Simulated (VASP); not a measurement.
# SnSe (Fm-3m) in VASP: single point with LDA

Aim: the single point of SnSe with LDA.

Program: VASP 6.6.1. These are calculated values, not measurements. Logs are shortened: lines on timing, memory, paths and dates and some standing lists are left out, and cuts for length are marked.

### 1 The crystal as given

The structure is cubic, space group Fm-3m (No. 225). The conventional cell has a = 6.020 Å, b = 6.020 Å, c = 6.020 Å, α = 90.00°, β = 90.00°, γ = 90.00°. Around Sn (site symmetry m-3m) lie 6 Se at 3.01 Å. Se (site symmetry m-3m) has 6 Sn at 3.01 Å as nearest neighbours.

Measurements of this composition are mostly on another form, of space group No. 62.

### 2 Single point, LDA

The input, INCAR:

```
  PREC = Accurate
  ENCUT = 520
  EDIFF = 1E-6
  ISMEAR = 0
  SIGMA = 0.1
  LREAL = F
  LASPH = T
  NELM = 60
  ALGO = Normal
  ISIF = 2
  LWAVE = F
  LCHARG = F
  GGA = CA
  NBANDS = 17
```

The input, KPOINTS:

```
Automatic mesh
0
Gamma
  6 6 6
```

The input, POSCAR:

```
SnSe
1.0
    0.0000000000      3.0100000000      3.0100000000
    3.0100000000      0.0000000000      3.0100000000
    3.0100000000      3.0100000000      0.0000000000
Sn Se
1 1
Direct
    0.0000000000      0.0000000000      0.0000000000
    0.5000000000      0.5000000000      0.5000000000
```

Potentials or basis: VASP PAW LDA potentials, release 64 (Sn_d, Se).

Command:

```bash
$ cat potpaw_LDA.64/Sn_d/POTCAR potpaw_LDA.64/Se/POTCAR > POTCAR
$ mpirun -np 1 vasp_std > vasp.out
```

OUTCAR:

```text
PREC = Accurate
   ENCUT = 520
   EDIFF = 1E-6
   ISMEAR = 0
   LREAL = F
   LASPH = T
   NELM = 60
   ISIF = 2
   GGA = CA

 ion  position               nearest neighbor table
   1  0.000  0.000  0.000-   2 3.01   2 3.01   2 3.01   2 3.01   2 3.01   2 3.01
   2  0.500  0.500  0.500-   1 3.01   1 3.01   1 3.01   1 3.01   1 3.01   1 3.01

  LATTYP: Found a face centered cubic cell.
 ALAT       =     6.0200000000

  Lattice vectors:

 A1 = (   0.0000000000,   3.0100000000,   3.0100000000)
 A2 = (   3.0100000000,   0.0000000000,   3.0100000000)
 A3 = (   3.0100000000,   3.0100000000,   0.0000000000)

Analysis of symmetry for initial positions (statically):
=====================================================================
 Subroutine PRICEL returns:
 Original cell was already a primitive cell.

 Routine SETGRP: Setting up the symmetry group for a
 face centered cubic supercell.

 Subroutine GETGRP returns: Found 48 space group operations
 (whereof 48 operations were pure point group operations)
 out of a pool of 48 trial point group operations.

The static configuration has the point symmetry O_h .

Analysis of symmetry for dynamics (positions and initial velocities):
=====================================================================
 Subroutine PRICEL returns:
 Original cell was already a primitive cell.

 Routine SETGRP: Setting up the symmetry group for a
 face centered cubic supercell.

 Subroutine GETGRP returns: Found 48 space group operations
 (whereof 48 operations were pure point group operations)
 out of a pool of 48 trial point group operations.

The dynamic configuration has the point symmetry O_h .

 Subroutine INISYM returns: Found 48 space group operations
 (whereof 48 operations are pure point group operations),
 and found     1 'primitive' translations

----------------------------------------------------------------------------------------

                                     Primitive cell

  volume of cell :      54.5418

  direct lattice vectors                    reciprocal lattice vectors
     0.000000000  3.010000000  3.010000000    -0.166112957  0.166112957  0.166112957
     3.010000000  0.000000000  3.010000000     0.166112957 -0.166112957  0.166112957
     3.010000000  3.010000000  0.000000000     0.166112957  0.166112957 -0.166112957

  length of vectors
     4.256782823  4.256782823  4.256782823     0.287716081  0.287716081  0.287716081

  position of ions in fractional coordinates (direct lattice)
     0.000000000  0.000000000  0.000000000
     0.500000000  0.500000000  0.500000000

  ion indices of the primitive-cell ions
   primitive index   ion index
                 1           1
                 2           2

----------------------------------------------------------------------------------------

 KPOINTS: Automatic mesh

Automatic generation of k-mesh.
 Grid dimensions read from file:
 generate k-points for:    6    6    6

 Generating k-lattice:

  Cartesian coordinates                     Fractional coordinates (reciprocal lattice)
    -0.027685493  0.027685493  0.027685493     0.166666667  0.000000000  0.000000000
     0.027685493 -0.027685493  0.027685493     0.000000000  0.166666667  0.000000000
     0.027685493  0.027685493 -0.027685493     0.000000000  0.000000000  0.166666667

  Length of vectors
     0.047952680  0.047952680  0.047952680

  Shift w.r.t. Gamma in fractional coordinates (k-lattice)
     0.000000000  0.000000000  0.000000000

 Subroutine IBZKPT returns following result:
 ===========================================

 Found     16 irreducible k-points:

 Following reciprocal coordinates:
            Coordinates               Weight
  0.000000  0.000000  0.000000      1.000000
  0.166667  0.000000  0.000000      8.000000
  0.333333  0.000000  0.000000      8.000000
  0.500000  0.000000  0.000000      4.000000
  0.166667  0.166667  0.000000      6.000000
  0.333333  0.166667  0.000000     24.000000
[... 8 lines left out ...]
 -0.333333  0.333333  0.166667     24.000000
 -0.333333  0.500000  0.166667     12.000000
   k-points           NKPTS =     16   k-points in BZ     NKDIM =     16   number of bands    NBANDS=     17
   number of dos      NEDOS =    301   number of ions     NIONS =      2
   total plane-waves  NPLWV =  32768
   dimension x,y,z NGX =    32 NGY =   32 NGZ =   32
   dimension x,y,z NGXF=    64 NGYF=   64 NGZF=   64
   ions per type =               1   1
   NGX,Y,Z   is equivalent  to a cutoff of  12.50, 12.50, 12.50 a.u.
   NGXF,Y,Z  is equivalent  to a cutoff of  24.99, 24.99, 24.99 a.u.
 SYSTEM =  unknown system
   PREC   = accura    normal or accurate (medium, high low for compatibility)
   ISTART =      0    job   : 0-new  1-cont  2-samecut
   ICHARG =      2    charge: 1-file 2-atom 10-const
   ISPIN  =      1    spin polarized calculation?
   LNONCOLLINEAR =      F non collinear calculations
   LSORBIT =      F    spin-orbit coupling
   LASPH  =      T    aspherical Exc in radial PAW
   ENCUT  =  520.0 eV  38.22 Ry    6.18 a.u.   7.91  7.91  7.91*2*pi/ulx,y,z
   NELM   =     60;   NELMIN=  2; NELMDL= -5     # of ELM steps
   EDIFF  = 0.1E-05   stopping-criterion for ELM
   LREAL  =      F    real-space projection
   EDIFFG = 0.1E-04   stopping-criterion for IOM
   NSW    =      0    number of steps for IOM
   IBRION =     -1    ionic relax: 0-MD 1-quasi-New 2-CG
   NFREE  =      0    steps in history (QN), initial steepest desc. (CG)
   ISIF   =      2    stress and relaxation
   ISYM   =      2    0-nonsym 1-usesym 2-fastsym
   POTIM  = 0.5000    time-step for ionic-motion
   TEBEG  =    0.0;   TEEND  =   0.0 temperature during run
   PSTRESS=    0.0 pullay stress
   NELECT =      20.0000    total number of electrons
   NUPDOWN=      -1.0000    fix difference up-down
   EMIN   =  10.00;   EMAX   =-10.00  energy-range for DOS
   EFERMI =   0.00;   METHOD = LEGACY
   ISMEAR =     0;   SIGMA  =   0.10  broadening in eV -4-tet -1-fermi 0-gaus
   EFERMI_NEDOS =   21; number of points for ismear=-14 and -15
   IALGO  =     38    algorithm
   IMIX   =      4    mixing-type and parameters
     AMIX     =   0.40;   BMIX     =  1.00
     AMIX_MAG =   1.60;   BMIX_MAG =  1.00
  volume/ion in A,a.u.               =      27.27       184.03
  Fermi-wavevector in a.u.,A,eV,Ry     =   1.171768  2.214321 18.681350  1.373040
  Thomas-Fermi vector in A             =   2.308207
   LORBIT       =      0    0 simple, 1 ext, 2 COOP (PROOUT), +10 PAW based schemes
   GGA     = CA    functional components
   LHFCALC =     F    Hartree Fock is set to
   AEXX    =    0.0000 exact exchange contribution
   IVDW    =     0    specifies the selected vdW correction
   LEPSILON=     F    determine dielectric tensor
   LRPA    =     F    only Hartree local field effects (RPA)
 non-spin polarized calculation
 Gauss-broadening in eV      SIGMA  =   0.10
  energy-cutoff  :      520.00
  volume of cell :       54.54
 maximum number of plane-waves:      1484
   NGX = 15   NGY = 15   NGZ = 15

 number of electron      20.0000006 magnetization

 Free energy of the ion-electron system (eV)
  ---------------------------------------------------
  ext. energy  EPLUGINS =         0.00000000
  ---------------------------------------------------
  free energy    TOTEN  =        -9.49320418 eV

  energy without entropy =       -9.49320406  energy(sigma->0) =       -9.49320412

 E-fermi :   5.6336     XC(G=0):  -9.8862

 val. band max:        5.3221689851   @ k =   0.5000   0.0000   0.0000
 cond. band min:       5.9449395020   @ k =   0.5000   0.0000   0.0000
 fundamental gap:      0.6227705169
 Fermi energy:         5.6335523010

 k-point     1 :       0.0000    0.0000    0.0000
  band No.  band energies     occupation
      1     -16.0805      2.00000
      2     -16.0805      2.00000
      3     -16.0780      2.00000
      4     -16.0780      2.00000
      5     -16.0780      2.00000
      6      -8.4607      2.00000
[... 9 lines left out ...]
     16      11.2849      0.00000
     17      13.5711      0.00000

 k-point     2 :       0.1667    0.0000    0.0000
  band No.  band energies     occupation
      1     -16.0821      2.00000
      2     -16.0821      2.00000
      3     -16.0774      2.00000
      4     -16.0751      2.00000
      5     -16.0751      2.00000
      6      -8.2700      2.00000
[... 9 lines left out ...]
     16      11.9102      0.00000
     17      15.2587      0.00000

 k-point     3 :       0.3333    0.0000    0.0000
  band No.  band energies     occupation
      1     -16.0861      2.00000
      2     -16.0861      2.00000
      3     -16.0761      2.00000
      4     -16.0685      2.00000
      5     -16.0685      2.00000
      6      -7.8134      2.00000
[... 9 lines left out ...]
     16      13.5418      0.00000
     17      17.1461      0.00000

 k-point     4 :       0.5000    0.0000    0.0000
  band No.  band energies     occupation
      1     -16.0882      2.00000
      2     -16.0882      2.00000
      3     -16.0756      2.00000
      4     -16.0652      2.00000
      5     -16.0652      2.00000
      6      -7.5261      2.00000
[... 9 lines left out ...]
     16      15.6413      0.00000
     17      15.6413      0.00000

 k-point     5 :       0.1667    0.1667    0.0000
  band No.  band energies     occupation
      1     -16.0858      2.00000
      2     -16.0797      2.00000
      3     -16.0785      2.00000
      4     -16.0737      2.00000
      5     -16.0737      2.00000
      6      -8.2064      2.00000
[... 9 lines left out ...]
     16      12.9567      0.00000
     17      13.9777      0.00000

 k-point     6 :       0.3333    0.1667    0.0000
  band No.  band energies     occupation
      1     -16.0909      2.00000
      2     -16.0801      2.00000
      3     -16.0790      2.00000
      4     -16.0696      2.00000
      5     -16.0675      2.00000
      6      -7.8354      2.00000
[... 9 lines left out ...]
     16      14.4520      0.00000
     17      16.0176      0.00000

 k-point     7 :       0.5000    0.1667    0.0000
  band No.  band energies     occupation
      1     -16.0926      2.00000
      2     -16.0839      2.00000
      3     -16.0750      2.00000
      4     -16.0677      2.00000
      5     -16.0643      2.00000
      6      -7.4651      2.00000
[... 9 lines left out ...]
     16      15.8103      0.00000
     17      16.1441      0.00000

 k-point     8 :      -0.3333    0.1667    0.0000
  band No.  band energies     occupation
      1     -16.0892      2.00000
      2     -16.0856      2.00000
      3     -16.0740      2.00000
      4     -16.0677      2.00000
      5     -16.0675      2.00000
      6      -7.5603      2.00000
[... 9 lines left out ...]
     16      14.7744      0.00000
     17      16.4687      0.00000

 k-point     9 :      -0.1667    0.1667    0.0000
  band No.  band energies     occupation
      1     -16.0845      2.00000
      2     -16.0840      2.00000
      3     -16.0766      2.00000
      4     -16.0733      2.00000
      5     -16.0698      2.00000
      6      -7.9864      2.00000
[... 9 lines left out ...]
     16      14.0048      0.00000
     17      14.6800      0.00000

 k-point    10 :       0.3333    0.3333    0.0000
  band No.  band energies     occupation
      1     -16.1003      2.00000
      2     -16.0831      2.00000
      3     -16.0746      2.00000
      4     -16.0646      2.00000
      5     -16.0646      2.00000
      6      -7.6074      2.00000
[... 9 lines left out ...]
     16      15.9534      0.00000
     17      16.3372      0.00000

 k-point    11 :       0.5000    0.3333    0.0000
  band No.  band energies     occupation
      1     -16.1034      2.00000
      2     -16.0813      2.00000
      3     -16.0760      2.00000
      4     -16.0633      2.00000
      5     -16.0619      2.00000
      6      -7.3277      2.00000
[... 9 lines left out ...]
     16      16.5237      0.00000
     17      16.8919      0.00000

 k-point    12 :      -0.3333    0.3333    0.0000
  band No.  band energies     occupation
      1     -16.0975      2.00000
      2     -16.0806      2.00000
      3     -16.0742      2.00000
      4     -16.0676      2.00000
      5     -16.0643      2.00000
      6      -7.3022      2.00000
[... 9 lines left out ...]
     16      14.5084      0.00000
     17      16.9503      0.00000

 k-point    13 :       0.5000    0.5000    0.0000
  band No.  band energies     occupation
      1     -16.1094      2.00000
      2     -16.0848      2.00000
      3     -16.0727      2.00000
      4     -16.0600      2.00000
      5     -16.0600      2.00000
      6      -7.2501      2.00000
[... 9 lines left out ...]
     16      16.9728      0.00000
     17      18.0782      0.00000

 k-point    14 :       0.5000    0.3333    0.1667
  band No.  band energies     occupation
      1     -16.0956      2.00000
      2     -16.0803      2.00000
      3     -16.0777      2.00000
      4     -16.0667      2.00000
      5     -16.0649      2.00000
      6      -7.4961      2.00000
[... 9 lines left out ...]
     16      15.3660      0.00000
     17      15.8809      0.00000

 k-point    15 :      -0.3333    0.3333    0.1667
  band No.  band energies     occupation
      1     -16.0970      2.00000
      2     -16.0814      2.00000
      3     -16.0725      2.00000
      4     -16.0710      2.00000
      5     -16.0623      2.00000
      6      -7.3021      2.00000
[... 9 lines left out ...]
     16      16.8427      0.00000
     17      16.8505      0.00000

 k-point    16 :      -0.3333    0.5000    0.1667
  band No.  band energies     occupation
      1     -16.1030      2.00000
      2     -16.0787      2.00000
      3     -16.0772      2.00000
      4     -16.0664      2.00000
      5     -16.0600      2.00000
      6      -7.2284      2.00000
[... 9 lines left out ...]
     16      16.5857      0.00000
     17      18.1821      0.00000

------------------------ aborting loop because EDIFF is reached ----------------------------------------

  FORCE on cell =-STRESS in cart. coord.  units (eV):
  Direction    XX          YY          ZZ          XY          YZ          ZX
  --------------------------------------------------------------------------------------
  -------------------------------------------------------------------------------------
  Total       -1.2198725     -1.2198725     -1.2198725     -0.0000000      0.0000000     -0.0000000
  in kB      -35.8340218    -35.8340218    -35.8340218     -0.0000000      0.0000000     -0.0000000
  external PRESSURE =     -35.8340218 kB  Pullay stress =       0.0000000 kB

 VOLUME and BASIS-vectors are now :
 -----------------------------------------------------------------------------
  energy-cutoff  :      520.00
  volume of cell :       54.54
      direct lattice vectors                 reciprocal lattice vectors
     0.000000000  3.010000000  3.010000000    -0.166112957  0.166112957  0.166112957
     3.010000000  0.000000000  3.010000000     0.166112957 -0.166112957  0.166112957
     3.010000000  3.010000000  0.000000000     0.166112957  0.166112957 -0.166112957

 POSITION                                       TOTAL-FORCE (eV/Angst)
 -----------------------------------------------------------------------------------
      0.00000      0.00000      0.00000         0.000000      0.000000     -0.000000
      3.01000      3.01000      3.01000        -0.000000      0.000000      0.000000
 -----------------------------------------------------------------------------------
    total drift:                                0.000000     -0.000000     -0.000000

  FREE ENERGIE OF THE ION-ELECTRON SYSTEM (eV)
  ---------------------------------------------------
  free  energy   TOTEN  =        -9.4932041837 eV

  energy  without entropy=       -9.4932040552  energy(sigma->0) =       -9.49320412
```

Wall time 9.8 s (1 thread of Intel Xeon Platinum 8259CL at 2.50GHz (Skylake/Cascade Lake), shared host); peak memory 0.15 GiB.

What came out:

- Free energy: -9.4932 eV
- Pressure: -3.6 GPa
- Band gap on the k mesh: 0.62 eV, direct

Caveat: spin-orbit coupling is left out, which moves the levels of the heavy elements. A k mesh can miss the band edges.
